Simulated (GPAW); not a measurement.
# MgS (P6_3mc) in GPAW: settings compared

Aim: see how the results for MgS move with the level of theory and the settings. Levels: PBEsol, PBEsol+D3. Tasks: relaxation of cell and atoms.

All numbers are computed with GPAW 26.7.0; they aren't measurements. Logs are shortened: lines on timing, memory, paths and dates and some standing lists are left out, and cuts for length are marked. The log counts tension as positive stress, the text compression.

### 1 The structure

It takes space group P6_3mc (No. 186, hexagonal). The conventional cell has a = 4.035 Å, b = 4.035 Å, c = 6.432 Å, α = 90.00°, β = 90.00°, γ = 120.00°. Around S (site symmetry 3m) lie 4 Mg at 2.45 to 2.47 Å. Mg (site symmetry 3m) is surrounded by 4 S at 2.45 to 2.47 Å.

The cell comes from a database or a generator and needn't be the stable form of this composition.

### 2 Relaxation of cell and atoms, PBEsol

File run.py:

```python
from ase import Atoms
from ase.filters import FrechetCellFilter
from ase.io import write
from ase.optimize import BFGS
from gpaw import GPAW, PW, setup_paths

setup_paths.insert(0, '.')

atoms = Atoms(['S', 'S', 'Mg', 'Mg'],
              cell=[[4.0346224068, 0.0, 0.0],
                    [-2.0173112034, 3.494085499, 0.0],
                    [0.0, 0.0, 6.43229418]],
              scaled_positions=[[0.6666666667, 0.3333333333, 0.87924415],
                                [0.3333333333, 0.6666666667, 0.37924415],
                                [0.3333333333, 0.6666666667, 0.99575485],
                                [0.6666666667, 0.3333333333, 0.49575485]],
              pbc=True)

calc = GPAW(mode=PW(800),
            xc='PBEsol',
            kpts={'size': (5, 5, 3), 'gamma': True},
            occupations={'name': 'fermi-dirac', 'width': 0.05},
            nbands=28,
            convergence={'density': 1e-05, 'forces': 0.0001},
            maxiter=150,
            txt='gpaw.txt')
atoms.calc = calc
opt = BFGS(FrechetCellFilter(atoms), trajectory='relax.traj', logfile='-')
done = opt.run(fmax=0.02, steps=60)
calc.write('gs.gpw')
write('result.traj', atoms)
print('Converged:', done)
print('Cell:', atoms.cell.cellpar().round(4))
print('Volume:', round(atoms.get_volume(), 4))
print(atoms.get_scaled_positions().round(5))
```

Potentials or basis: PAW data sets generated in the run's folder for this functional, pw.

Launch:

```console
> gpaw-setup -f PBEsol Mg S
> OMP_NUM_THREADS=1 python run.py
```

gpaw.txt:

```text
__  _  _
 | _ |_)|_||  |
 |__||  | ||/\| - 26.7.0

Input parameters:
  mode=PW(ecut=800.0),
  convergence={'density': 1e-05, 'forces': 0.0001},
  kpts=MonkhorstPack(size=(5, 5, 3), gamma=True),
  maxiter=150,
  nbands=28,
  occupations=Occupations(name='fermi-dirac', width=0.05),
  xc=XC(name='PBEsol')

Diagonalizing LCAO Hamiltonian
Converting LCAO to pw mode

        Mg
            S

            Mg
        S

Atoms  # Å, Bohr magnetons
|   | symbol |         x |        y |        z |    initial magnetic moments |
|---|--------|-----------|----------|----------|-----------------------------|
| 0 |      S |  2.017311 | 1.164695 | 5.655557 | ( 0.0000,  0.0000,  0.0000) |
| 1 |      S | -0.000000 | 2.329390 | 2.439410 | ( 0.0000,  0.0000,  0.0000) |
| 2 |     Mg | -0.000000 | 2.329390 | 6.404988 | ( 0.0000,  0.0000,  0.0000) |
| 3 |     Mg |  2.017311 | 1.164695 | 3.188841 | ( 0.0000,  0.0000,  0.0000) |

Unit cell  # Å
| periodic |         x |        y |        z |  lengths |     angles |
|----------|-----------|----------|----------|----------|------------|
|      yes |  4.034622 | 0.000000 | 0.000000 | 4.034622 |  90.000000 |
|      yes | -2.017311 | 3.494085 | 0.000000 | 4.034622 |  90.000000 |
|      yes |  0.000000 | 0.000000 | 6.432294 | 6.432294 | 120.000000 |

Number of symmetries: 6
Symmetry operations  # r_c * U_cc + t_c -> r_c
|   | kind |            matrix            |
|---|------|------------------------------|
| 0 |  σ   |  1, 1, 0,  0,-1, 0,  0, 0, 1 |
| 1 |  E   |  1, 0, 0,  0, 1, 0,  0, 0, 1 |
| 2 |  C3  |  0, 1, 0, -1,-1, 0,  0, 0, 1 |
| 3 |  σ   |  0,-1, 0, -1, 0, 0,  0, 0, 1 |
| 4 |  σ   | -1, 0, 0,  1, 1, 0,  0, 0, 1 |
| 5 |  C3  | -1,-1, 0,  1, 0, 0,  0, 0, 1 |

BZ-sampling:
  Number of BZ points: 75
  Number of IBZ points: 12
[... 168 lines left out ...]
|         10 |        -1.429 |     2.000 |
|         11 |         1.258 |     2.000 |
|         12 |         1.258 |     2.000 |
|         13 |         1.681 |     2.000 |
[... 8 lines left out ...]
|         22 |        10.222 |     0.000 |
|         23 |        10.801 |     0.000 |
|        ... |               |           |
|         27 |        13.193 |     0.000 |

Gap: 3.266 eV
Transition (v -> c):
  (s=0, k=0, n=15, [0.00, 0.00, 0.00]) -> (s=0, k=0, n=16, [0.00, 0.00, 0.00])
No difference between direct/indirect transitions

Stress tensor  # eV/Ang^3
|        x |         y |         z |
|----------|-----------|-----------|
| 0.000738 |  0.000000 |  0.000000 |
| 0.000000 |  0.000738 | -0.000000 |
| 0.000000 | -0.000000 |  0.003062 |

Forces  # eV/Ang
|        x |       y |        z |
|----------|---------|----------|
|  0.00000 | 0.00000 | -0.04450 |  # S    0
| -0.00000 | 0.00000 | -0.04434 |  # S    1
| -0.00000 | 0.00000 |  0.04444 |  # Mg   2
|  0.00000 | 0.00000 |  0.04444 |  # Mg   3

Interpolating wave functions to new cell

        Mg
            S

            Mg
        S

Atoms  # Å, Bohr magnetons
|   | symbol |         x |        y |        z |    initial magnetic moments |
|---|--------|-----------|----------|----------|-----------------------------|
| 0 |      S |  2.017191 | 1.164626 | 5.653519 | ( 0.0000,  0.0000,  0.0000) |
| 1 |      S | -0.000000 | 2.329251 | 2.438172 | ( 0.0000,  0.0000,  0.0000) |
| 2 |     Mg | -0.000000 | 2.329251 | 6.404035 | ( 0.0000,  0.0000,  0.0000) |
| 3 |     Mg |  2.017191 | 1.164626 | 3.188685 | ( 0.0000,  0.0000,  0.0000) |

Unit cell  # Å
| periodic |         x |         y |         z |  lengths |     angles |
|----------|-----------|-----------|-----------|----------|------------|
|      yes |  4.034381 | -0.000000 | -0.000000 | 4.034381 |  90.000000 |
|      yes | -2.017191 |  3.493877 |  0.000000 | 4.034381 |  90.000000 |
|      yes | -0.000000 |  0.000000 |  6.430700 | 6.430700 | 120.000000 |

Number of symmetries: 6
Symmetry operations  # r_c * U_cc + t_c -> r_c
|   | kind |            matrix            |
|---|------|------------------------------|
| 0 |  σ   |  1, 1, 0,  0,-1, 0,  0, 0, 1 |
| 1 |  E   |  1, 0, 0,  0, 1, 0,  0, 0, 1 |
| 2 |  C3  |  0, 1, 0, -1,-1, 0,  0, 0, 1 |
| 3 |  σ   |  0,-1, 0, -1, 0, 0,  0, 0, 1 |
| 4 |  σ   | -1, 0, 0,  1, 1, 0,  0, 0, 1 |
| 5 |  C3  | -1,-1, 0,  1, 0, 0,  0, 0, 1 |

BZ-sampling:
  Number of BZ points: 75
  Number of IBZ points: 12
[... 121 lines left out ...]
convergence criteria:
- Maximum integral of absolute [dens]ity change: 1e-05 electrons / valence electron
- Maximum change in the atomic [forces] across last 2 cycles: 0.0001 eV/Ang OR
Maximum error relative to the maximum force is below inf
- Maximum [total energy] change in last 3 cyles: 0.0005 eV / valence electron
- Maximum integral of absolute [eigenst]ate change: 4e-08 eV^2 / valence electron
maximum number of iterations: 150

SCF iterations
|iter     | |      energy | eigst |  dens |force |
|---------|-|-------------|-------|-------|------|
|iter:   1| |  -18.065987 | -3.38 |       |      |
|iter:   2| |  -18.065960 | -5.48 | -3.10 |      |
|iter:   3| |  -18.065823c| -4.61 | -3.14 |      |
|iter:   4| |  -18.065823c| -6.08 | -4.07 |      |
|iter:   5| |  -18.065823c| -7.82c| -4.39 |      |
|iter:   6| |  -18.065823c| -8.78c| -5.30c|      |
|iter:   7| |  -18.065823c| -9.24c| -5.68c|-3.83 |
|iter:   8| |  -18.065823c| -9.63c| -6.44c|-4.38c|

Converged in 8 steps
Energy contributions relative to reference atoms: (reference = -32555.769322)

Energy contributions:
  Kinetic:          14.352549
  Coulomb:         -13.216182
  Zero:              0.109731
  External:          0.000000
  Xc:              -19.311921
  Entropy:          -0.000000
  Spinorbit:         0.000000
  ----------------------------
  Free energy:     -18.065823
  Extrapolated:    -18.065823

dipole moment: (0.000000, 0.000001, 12.507962)  # |e|*Ang
[... 9 lines left out ...]
|         10 |        -1.429 |     2.000 |
|         11 |         1.260 |     2.000 |
|         12 |         1.260 |     2.000 |
|         13 |         1.684 |     2.000 |
[... 8 lines left out ...]
|         22 |        10.227 |     0.000 |
|         23 |        10.805 |     0.000 |
|        ... |               |           |
|         27 |        13.193 |     0.000 |

Gap: 3.269 eV
Transition (v -> c):
  (s=0, k=0, n=15, [0.00, 0.00, 0.00]) -> (s=0, k=0, n=16, [0.00, 0.00, 0.00])
No difference between direct/indirect transitions

Stress tensor  # eV/Ang^3
|        x |        y |        z |
|----------|----------|----------|
| 0.000744 | 0.000000 | 0.000000 |
| 0.000000 | 0.000744 | 0.000000 |
| 0.000000 | 0.000000 | 0.002657 |

Forces  # eV/Ang
|        x |       y |        z |
|----------|---------|----------|
|  0.00000 | 0.00000 | -0.03684 |  # S    0
| -0.00000 | 0.00000 | -0.03683 |  # S    1
| -0.00000 | 0.00000 |  0.03684 |  # Mg   2
|  0.00000 | 0.00000 |  0.03684 |  # Mg   3

Interpolating wave functions to new cell

        Mg
            S

            Mg
        S

Atoms  # Å, Bohr magnetons
|   | symbol |         x |        y |        z |    initial magnetic moments |
|---|--------|-----------|----------|----------|-----------------------------|
| 0 |      S |  2.016371 | 1.164152 | 5.641759 | ( 0.0000,  0.0000,  0.0000) |
| 1 |      S | -0.000000 | 2.328305 | 2.431082 | ( 0.0000,  0.0000,  0.0000) |
| 2 |     Mg | -0.000000 | 2.328305 | 6.398287 | ( 0.0000,  0.0000,  0.0000) |
| 3 |     Mg |  2.016371 | 1.164152 | 3.187607 | ( 0.0000,  0.0000,  0.0000) |

Unit cell  # Å
| periodic |         x |         y |         z |  lengths |     angles |
|----------|-----------|-----------|-----------|----------|------------|
|      yes |  4.032742 | -0.000000 | -0.000000 | 4.032742 |  90.000000 |
|      yes | -2.016371 |  3.492457 | -0.000000 | 4.032742 |  90.000000 |
|      yes | -0.000000 | -0.000000 |  6.421362 | 6.421362 | 120.000000 |

Number of symmetries: 6
Symmetry operations  # r_c * U_cc + t_c -> r_c
|   | kind |            matrix            |
|---|------|------------------------------|
| 0 |  σ   |  1, 1, 0,  0,-1, 0,  0, 0, 1 |
| 1 |  E   |  1, 0, 0,  0, 1, 0,  0, 0, 1 |
| 2 |  C3  |  0, 1, 0, -1,-1, 0,  0, 0, 1 |
| 3 |  σ   |  0,-1, 0, -1, 0, 0,  0, 0, 1 |
| 4 |  σ   | -1, 0, 0,  1, 1, 0,  0, 0, 1 |
| 5 |  C3  | -1,-1, 0,  1, 0, 0,  0, 0, 1 |

BZ-sampling:
  Number of BZ points: 75
  Number of IBZ points: 12
[... 167 lines left out ...]
|         10 |        -1.428 |     2.000 |
|         11 |         1.277 |     2.000 |
|         12 |         1.277 |     2.000 |
|         13 |         1.704 |     2.000 |
[... 8 lines left out ...]
|         22 |        10.255 |     0.000 |
|         23 |        10.831 |     0.000 |
|        ... |               |           |
|         27 |        13.198 |     0.000 |

Gap: 3.288 eV
Transition (v -> c):
  (s=0, k=0, n=15, [0.00, 0.00, 0.00]) -> (s=0, k=0, n=16, [0.00, 0.00, 0.00])
No difference between direct/indirect transitions

Stress tensor  # eV/Ang^3
|         x |         y |         z |
|-----------|-----------|-----------|
|  0.000699 |  0.000000 | -0.000000 |
|  0.000000 |  0.000699 | -0.000000 |
| -0.000000 | -0.000000 |  0.000254 |

Forces  # eV/Ang
|        x |        y |        z |
|----------|----------|----------|
| -0.00000 |  0.00000 |  0.00686 |  # S    0
|  0.00000 |  0.00000 |  0.00682 |  # S    1
| -0.00000 | -0.00000 | -0.00688 |  # Mg   2
| -0.00000 |  0.00000 | -0.00689 |  # Mg   3

# Writing to gs.gpw (mode='')
```

Run time: 63 s. Hardware: 1 thread of Arm Neoverse V2, shared host; peak memory 0.25 GiB.

Results:

* Free energy: -18.0663 eV
* Relaxed volume: 22.61 Å³/atom
* Relaxed cell: a = 4.033 Å, b = 4.033 Å, c = 6.421 Å, α = 90.00°, β = 90.00°, γ = 120.00°
* Space group after relaxing (to 0.05 Å): P6_3mc (No. 186)
* Energy gained by relaxing: 0.2 meV/atom
* Ionic steps: 3
* Pressure after relaxing: -0.1 GPa
* Largest force after relaxing: 0.007 eV/Å
* Band gap on the k mesh: 3.29 eV, direct

Forces in eV/Å, atoms in the order of the input:
```
S    0.000  0.000  0.007
S    0.000  0.000  0.007
Mg   0.000  0.000 -0.007
Mg   0.000  0.000 -0.007
```

The path:
| step | energy change (eV) | largest force (eV/Å) | pressure (GPa) | volume (Å³) |
| --- | --- | --- | --- | --- |
| 1 | 0.0000 | 0.0445 | -0.24 | 90.68 |
| 2 | -0.0002 | 0.0368 | -0.22 | 90.64 |
| 3 | -0.0006 | 0.0069 | -0.09 | 90.44 |

Final structure:
```
CELL_PARAMETERS angstrom
4.03274 0.00000 0.00000
-2.01637 3.49246 0.00000
0.00000 0.00000 6.42136
ATOMIC_POSITIONS crystal
S 0.66667 0.33333 0.87859
S 0.33333 0.66667 0.37859
Mg 0.33333 0.66667 0.99641
Mg 0.66667 0.33333 0.49641
```

Levels at points of the mesh, in eV from the valence-band top:
| k point | band 14 | band 15 | band 16 | band 17 | band 18 | band 19 |
| --- | --- | --- | --- | --- | --- | --- |
| (0.00, 0.00, 0.00) | -0.15 | -0.15 | 0.00 | 3.29 | 4.57 | 7.37 |

Caveat: later steps reuse the first step's grids.

### 3 Relaxation of cell and atoms, PBEsol+D3

Edit run.py of step 2 so:

```diff
@@ -1,2 +1,3 @@
 from ase import Atoms
+from ase.calculators.mixing import SumCalculator
 from ase.filters import FrechetCellFilter
@@ -4,2 +5,3 @@
 from ase.optimize import BFGS
+from dftd3.ase import DFTD3
 from gpaw import GPAW, PW, setup_paths
@@ -26,3 +28,3 @@
             txt='gpaw.txt')
-atoms.calc = calc
+atoms.calc = SumCalculator([calc, DFTD3(method='pbesol', damping='d3zero')])
 opt = BFGS(FrechetCellFilter(atoms), trajectory='relax.traj', logfile='-')
```

Potentials or basis: PAW data sets generated in the run's folder for this functional, pw.

Launch:

```console
> gpaw-setup -f PBEsol Mg S
> OMP_NUM_THREADS=1 python run.py
```

It took 100 s on 1 thread of Arm Neoverse V2, shared host; peak memory 0.25 GiB.

Results (log left out):

| Property | Result |
| --- | --- |
| Free energy | -18.6995 eV |
| Relaxed volume | 22.11 Å³/atom |
| Relaxed cell | a = 4.001 Å, b = 4.001 Å, c = 6.381 Å, α = 90.00°, β = 90.00°, γ = 120.00° |
| Space group after relaxing (to 0.05 Å) | P6_3mc (No. 186) |
| Energy gained by relaxing | 2.9 meV/atom |
| Ionic steps | 5 |
| Pressure after relaxing | -0.1 GPa |
| Band gap on the k mesh | 3.40 eV, direct |
| Dispersion energy per atom | -0.160 eV |

Stress tensor (GPa, compression positive):
```
-0.12  0.00  0.00
 0.00 -0.12  0.00
 0.00  0.00  0.06
```

Step by step:
| step | energy change (eV) | largest force (eV/Å) | pressure (GPa) | volume (Å³) |
| --- | --- | --- | --- | --- |
| 1 | 0.0000 | 0.0539 | -1.55 | 90.68 |
| 2 | -0.0021 | 0.0456 | -1.42 | 90.47 |
| 3 | -0.0114 | 0.0364 | -0.03 | 88.41 |
| 4 | -0.0115 | 0.0264 | -0.07 | 88.46 |
| 5 | -0.0117 | 0.0010 | -0.06 | 88.45 |

Final structure:
```
S Mg
1.0
     4.00068    0.00000    0.00000
    -2.00034    3.46469    0.00000
     0.00000    0.00000    6.38110
S Mg
2 2
Cartesian
  2.0003 1.1549 5.6052
  0.0000 2.3098 2.4146
  0.0000 2.3098 6.3594
  2.0003 1.1549 3.1688
```

Levels at points of the mesh, in eV from the valence-band top:
| k point | band 13 | band 14 | band 15 | band 16 | band 17 | band 18 | band 19 | band 20 |
| --- | --- | --- | --- | --- | --- | --- | --- | --- |
| (0.00, 0.00, 0.00) | -0.58 | -0.14 | -0.14 | 0.00 | 3.40 | 4.65 | 7.43 | 7.43 |

Caveat: later steps reuse the first step's grids.
